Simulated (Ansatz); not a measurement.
# Ge: stress in a strained cell

Aim: deform Ge (equal xx and yy strain of -3 %) and compute stress, forces and field gradients with LAPW, PAW and all-electron datasets made for the crystal.

Method: DFT PBE, scalar-relativistic, in Ansatz 0.2.0.

## (1) The starting structure

The structure is hexagonal, space group P6_3/mmc (No. 194). The conventional cell has a = 3.998 Å, b = 3.998 Å, c = 6.599 Å, α = 90.00°, β = 90.00°, γ = 120.00°. Ge (site symmetry 3m) has 4 Ge at 2.45 to 2.47 Å as nearest neighbours.

Coordinates:

```
CELL_PARAMETERS angstrom
3.99759 0.00000 0.00000
-1.99879 3.46201 0.00000
0.00000 0.00000 6.59938
ATOMIC_POSITIONS crystal
Ge 0.66667 0.33333 0.06290
Ge 0.33333 0.66667 0.56290
Ge 0.66667 0.33333 0.43710
Ge 0.33333 0.66667 0.93710
```

Atoms are numbered in the order of the input: Ge1, Ge2, Ge3, Ge4.

## (2) The deformed structure

Space group P6_3/mmc before, P6_3/mmc after.

## (3) Full-potential LAPW

input.yaml reads:

```yaml
crystal:
  lattice:
    - [3.8776582678, 0.0, 0.0]
    - [-1.9388291339, 3.3581505672, 0.0]
    - [0.0, 0.0, 6.59937795]
  atoms:
    - { symbol: Ge, position: [0.6666666667, 0.3333333333, 0.06290125] }
    - { symbol: Ge, position: [0.3333333333, 0.6666666667, 0.56290125] }
    - { symbol: Ge, position: [0.6666666667, 0.3333333333, 0.43709875] }
    - { symbol: Ge, position: [0.3333333333, 0.6666666667, 0.93709875] }
kpoints:
  mp_grid: { grid: [11, 11, 6] }
  band_path:
    path:
      - [0.0, 0.0, 0.0]
      - [0.5, 0.0, 0.0]
      - [0.3333333333, 0.3333333333, 0.0]
      - [0.0, 0.0, 0.0]
      - [0.0, 0.0, 0.5]
      - [0.5, 0.0, 0.5]
      - [0.3333333333, 0.3333333333, 0.5]
      - [0.0, 0.0, 0.5]
      - [0.5, 0.0, 0.5]
    npoints: 5
scf:
  occupations: { method: fermi_dirac, width: 0.05 }
hamiltonian:
  xc: pbe
  pseudopotentials: { kind: all_electron, lapw: { basis_error: 0.001 } }
output:
  forces: true
  stress: true
  eigenvalues: true
```

Started as:

```sh
ansatz run input.yaml --threads 1 --pin off --max-ram 4096MiB --backend cpu --events-out ev --progress --plain --runs-dir out
```

## (4) PAW with frozen cores

input.yaml reads:

```yaml
crystal:
  lattice:
    - [3.8776582678, 0.0, 0.0]
    - [-1.9388291339, 3.3581505672, 0.0]
    - [0.0, 0.0, 6.59937795]
  atoms:
    - { symbol: Ge, position: [0.6666666667, 0.3333333333, 0.06290125] }
    - { symbol: Ge, position: [0.3333333333, 0.6666666667, 0.56290125] }
    - { symbol: Ge, position: [0.6666666667, 0.3333333333, 0.43709875] }
    - { symbol: Ge, position: [0.3333333333, 0.6666666667, 0.93709875] }
kpoints:
  mp_grid: { grid: [11, 11, 6] }
scf:
  occupations: { method: fermi_dirac, width: 0.05 }
hamiltonian:
  xc: pbe
  pseudopotentials: { kind: paw }
output:
  forces: true
  stress: true
  eigenvalues: true
  efg: { contact_densities: true }
```

## (5) Datasets made for this crystal

input.yaml: that of step 4 with these lines changed.

```diff
@@ -16,3 +16,3 @@
   xc: pbe
-  pseudopotentials: { kind: paw }
+  pseudopotentials: { kind: all_electron, datasets: crystal }
 output:
```

(Steps that only read results are left out.)

What does the calculation give? Wanted: pressure; largest shear or deviatoric stress.

The runs gave:

| quantity | value |
| --- | --- |
| pressure | LAPW 8.10, PAW 8.11, crystal datasets 8.10 GPa |
| largest shear or deviatoric stress (LAPW) | 4.26 GPa |

The largest part of the stress beyond the pressure is 4.26 GPa in size, in the zz component; the atoms are carried along and not relaxed. No run of the undeformed cell stands beside it, so the pressure holds what the given cell had before the change. PAW: stress within 0.01 GPa of LAPW, forces within 1 meV/Å. Crystal datasets: stress within 0.01 GPa of LAPW, forces within 1 meV/Å.
